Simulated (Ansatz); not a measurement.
Runs of Ansatz 0.2.0 on Co. Symmetry: P-3m1, No. 164, trigonal system. The conventional cell has a = 2.487 Å, b = 2.487 Å, c = 4.063 Å, α = 90.00°, β = 90.00°, γ = 120.00°. Co (site symmetry 3m) has 12 Co at 2.42 to 2.55 Å as nearest neighbours.

```csv
task,level,cell,cutoff (eV),smearing,points for each segment of the path,gap on the mesh (eV),pressure (GPa),moment (μB),relaxed volume (Å³/atom),largest force (eV/Å)
band structure,r2SCAN,as given,500,fermi-dirac 0.05 eV,14,none,(a),3.59,-,0.19
single point,PBE,as given,420,gaussian 0.012 eV,-,none,0.9,3.30,-,(b)
single point,PBE,as given,420,gaussian 0.027 eV,-,none,0.8,(c),-,0.49
relaxation of cell and atoms,BLYP,relaxed,420,fermi-dirac 0.05 eV,-,none,0.0,3.27,11.37,-
relaxation of cell and atoms,LDA,relaxed,420,fermi-dirac 0.05 eV,-,none,0.0,2.98,10.00,-
```

Alike in all rows: potentials or basis Ansatz PAW; spin collinear, ferromagnetic start; k mesh 12 × 12 × 7.

Problem. Estimate the missing entries.

Solution. (a) -3.5; (b) 0.48; (c) 3.28.

Caveats: the PAW data sets come from PBE, with cores solved anew for the run's functional, which leaves a small shift of forces and pressure (some runs); the plane-wave basis is chosen anew once the cell has moved, so the energies of steps on either side of that aren't comparable (some runs); the magnetic or orbital state may not be the lowest (some runs).

A gap of «none» marks a metal or a gap under the smearing width.
